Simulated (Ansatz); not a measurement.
An Ansatz (a program for electronic structure) run. Input:

Ansatz 0.2 input:
```yaml
crystal:
  lattice:
    - [3.607135998, 0.0, 0.0]
    - [-1.803567999, 3.1238714092, 0.0]
    - [0.0, 0.0, 3.8446323189]
  atoms:
    - { symbol: Li, position: [0.0, 0.0, 0.5] }
    - { symbol: Li, position: [0.3333333333, 0.6666666667, 0.0] }
    - { symbol: Li, position: [0.6666666667, 0.3333333333, 0.0] }
    - { symbol: N, position: [0.0, 0.0, 0.0] }
kpoints:
  mp_grid: { grid: [9, 9, 7] }
hamiltonian:
  xc: pbesol
  pseudopotentials: { kind: paw }
scf:
  occupations: { method: fixed }
dielectric: {}
```

Output (shortened):

```
Pseudopotential: Li, paw, valence charge 3
Pseudopotential: N, paw, valence charge 5
Functional definition: PBEsol
Crystal: 4 atoms, lattice volume = 43.322 Å³
Basis set: ecut = 420 eV, 841 PW (Γ), exchange–correlation on 50×50×54 points (8 copies of the dense FFT grid, shifted against one another)
Bands: 11, of which v1, the nominal top of the filled ones, is band 7 counted from 1 (6 counted from 0)
Symmetry: 24 space group operations
k-points: 160 of 567 (irreducible under 2 space group operations, time reversal used)
SCF iter   1: F=—  HF=-989.102340 eV  |F-HF|=—  |Δ(HF+E_count)|=         —  Δρ=8.89e-3  dr2=4.29e-2  ethr=1.77e-3  ⟨swp⟩=3.2  Hψ=8319  notcnv=0  defer=280
preconditioner: auto → none
SCF iter   2: F=—  HF=-989.098850 eV  |F-HF|=—  |Δ(HF+E_count)|=   3.49e-3  Δρ=8.52e-3  dr2=3.95e-2  ethr=3.07e-4  ⟨swp⟩=2.0  Hψ=3945  notcnv=0  defer=319
SCF iter   3: F=—  HF=-989.090385 eV  |F-HF|=—  |Δ(HF+E_count)|=   8.46e-3  Δρ=1.04e-3  dr2=2.91e-4  ethr=2.82e-4  ⟨swp⟩=2.1  Hψ=2456  notcnv=0  defer=286
SCF iter   4: F=—  HF=-989.090077 eV  |F-HF|=—  |Δ(HF+E_count)|=   3.08e-4  Δρ=2.13e-4  dr2=1.85e-5  ethr=2.08e-6  ⟨swp⟩=2.0  Hψ=3178  notcnv=0  defer=295
SCF iter   5: F=—  HF=-989.090074 eV  |F-HF|=—  |Δ(HF+E_count)|=   3.19e-6  Δρ=2.97e-5  dr2=1.46e-7  ethr=1.32e-7  ⟨swp⟩=2.2  Hψ=2198  notcnv=0
SCF iter   6: F=—  HF=-989.090073 eV  |F-HF|=—  |Δ(HF+E_count)|=   3.37e-7  Δρ=3.69e-6  dr2=5.18e-9  ethr=1.04e-9  ⟨swp⟩=2.2  Hψ=2281  notcnv=0
SCF iter   7: F=—  HF=-989.090073 eV  |F-HF|=—  |Δ(HF+E_count)|=  9.48e-10  Δρ=9.20e-7  dr2=3.50e-10  ethr=3.70e-11  ⟨swp⟩=2.0  Hψ=2372  notcnv=0
SCF iter   8: F=-989.090073 eV  HF=-989.090073 eV  |F-HF|=6.25e-12  |Δ(HF+E_count)|=  5.98e-11  Δρ=1.43e-7  dr2=8.62e-12  ethr=1.00e-12  ⟨swp⟩=3.0  Hψ=5558  notcnv=0
SCF 1 converged in 8 iterations: F = -989.090073 eV  dr2 = 8.62e-12
NSCF: frozen V_eff on 6 k-points
DFPT response loops at Γ: preconditioner auto → none (the input reference at scf.mixing.eps_inf says where Resta's filter doesn't serve); β = 0.50 …
── the response to a field inside a basis, on 10×10×8 k-points: an SCF that follows is theirs, and a resumed run solves both again ──
Crystal: 4 atoms, lattice volume = 43.322 Å³
Bands: 8, of which v1, the nominal top of the filled ones, is band 7 counted from 1 (6 counted from 0)
k-points: 120 of 800 (irreducible under 8 space group operations)
SCF iter   1: F=—  HF=-989.091563 eV  |F-HF|=—  |Δ(HF+E_count)|=         —  Δρ=2.46e-4  dr2=4.86e-6  ethr=1.00e-1
preconditioner: auto → none
SCF iter   2: F=—  HF=-989.091567 eV  |F-HF|=—  |Δ(HF+E_count)|=   3.77e-6  Δρ=1.26e-4  dr2=3.85e-6  ethr=3.47e-8
SCF iter   3: F=—  HF=-989.091567 eV  |F-HF|=—  |Δ(HF+E_count)|=   6.02e-7  Δρ=8.26e-5  dr2=1.32e-6  ethr=2.75e-8
SCF iter   4: F=-989.091567 eV  HF=-989.091567 eV  |F-HF|=3.19e-9  |Δ(HF+E_count)|=   2.54e-7  Δρ=6.84e-6  dr2=8.03e-9  ethr=9.44e-9
SCF 1 converged in 4 iterations: F = -989.091567 eV  dr2 = 8.03e-9
DFPT response loops at Γ: mixed as the last ones told, above
SCF converged after 8 iterations
Free energy (F): -989.090073 eV
Harris-Foulkes:  -989.090073 eV  (|F-HF|=6.25e-12)
Internal energy: -989.090073 eV  (E = F + TS)
E sigma→0 (E₀):  -989.090073 eV
Fermi energy:    2.407587 eV
--- Per-component energies (eV) ---
  E_band       = -257.434826
  E_kinetic    = 197.184876
  E_local      = -649.303215  (includes V_loc(G=0)·N_el)
  E_nonlocal   = -53.438921
  E_hartree    = 210.131511
  E_xc         = -92.341104
  E_vxc        = -118.646727  (∫ρ·V_xc dr)
  E_paw        = -180.819857  (= ΣΔE_a)
  E_vpaw       = -53.494071  (= ΣTr[D̂ρ^β])
  E_aug_tail   = 0.000167  (compensation charges beyond the density's cutoff)
  E_ewald      = -420.531629
  E_core_change = 0.028099  (= ΣΔE_core)
  E_smearing   =  0.000000  (= −TS)
  E_closure    = 0.000000  (closes the sum)
  Σ components = -989.090073   (vs F -989.090073, Δ=0.00e0)
  [band-id]    e_kinetic+e_local+e_nonlocal+2·e_hartree+e_vxc+e_vpaw+e_augmentation_tail = -257.434869   (vs E_band -257.434826, Δ=-4.35e-5)
--- Band table (eV; the first three rows and the last of 160) ---
  k-point 0: bands = ["-41.4014", "-41.0165", "-40.9245", "-9.0044", "0.8101", "2.2093", "2.2093", "3.5039", "9.7422", "9.7422", "10.8017"]
  k-point 1: bands = ["-41.4007", "-41.0165", "-40.9250", "-9.0165", "0.4872", "2.2474", "2.2474", "4.0749", "9.8663", "9.8663", "10.5705"]
  k-point 2: bands = ["-41.3992", "-41.0164", "-40.9260", "-9.0437", "-0.0143", "2.3347", "2.3347", "5.2348", "10.0113", "10.1857", "10.1857"]
  k-point 159: bands = ["-41.2914", "-41.1204", "-40.9251", "-9.0228", "1.0240", "1.3476", "1.4295", "4.6845", "7.1236", "10.6413", "12.6252"]
--- Dielectric response (ions clamped): 3 representative field directions + reference, inside a basis on a mesh of 800 k-points (Σ response iterations 15) ---
  ε∞ (high-frequency dielectric tensor):
        6.092169     0.000000     0.000000
        0.000000     6.092169     0.000000
        0.000000     0.000000     5.641870
  Born effective charges Z* (e; rows j = field, columns β = displacement):
    site 0:
         0.90017    0.00000    0.00000
         0.00000    0.90017    0.00000
         0.00000    0.00000    1.06368
    site 1:
         0.92289    0.00000    0.00000
         0.00000    0.92289    0.00000
         0.00000    0.00000    0.40355
    site 2:
         0.92289    0.00000    0.00000
         0.00000    0.92289    0.00000
         0.00000    0.00000    0.40355
    site 3:
        -2.74595    0.00000    0.00000
         0.00000   -2.74595    0.00000
         0.00000    0.00000   -1.87077
  Z* charge neutrality: 2.828e-3 e pre-enforcement
  solved inside a basis spanned on kpoints, on 10×10×8 k-points, its susceptibility summed on 14×14×12 …
```

Cost: around 60 core-seconds (rough) on shared cores.

Space group P6/mmm. The PBEsol relaxation kept the symmetry of its start. At this level the phase is dynamically unstable (imaginary phonons).

Potentials: the later of the program's two PAW sets.

Ansatz is a plane-wave DFT program.
